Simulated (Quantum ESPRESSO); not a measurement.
The system is BN.

```
CELL_PARAMETERS angstrom
0.00000 1.81300 1.81300
1.81300 0.00000 1.81300
1.81300 1.81300 0.00000
ATOMIC_POSITIONS crystal
N 0.25000 0.25000 0.25000
B 0.00000 0.00000 0.00000
```

The cell is a database's computed one.

```yaml
Program: Quantum ESPRESSO 7.5
Task: phonons
Functional: PBEsol
Potentials_or_basis: GBRV 1.5 PBEsol
Cutoff: 612 eV
Density_cutoff: 4898 eV
k_mesh: 8 × 8 × 8, shifted
Occupations: fermi-dirac, width 0.05 eV
Spin: no spin polarisation
Mixing_beta: 0.5
Most_SCF_iterations: 120
SCF_threshold: 4e-10 Ry
```

The cell and the atoms were relaxed first, to 5.87 Å³/atom (a = 2.551 Å, b = 2.551 Å, c = 2.551 Å, α = 60.00°, β = 60.00°, γ = 60.00°), and the response was taken there.

The first run showed a gap, so the response started from a second, tighter run with fixed occupations.

Task: How polar is the lattice: what are the Born charges, the two dielectric constants and the LO-TO splitting?

Result: Born charges ±1.90 e; dielectric constants 4.62 (electrons alone) and 6.90 (static); transverse and longitudinal modes at 1047 and 1279 cm⁻¹.
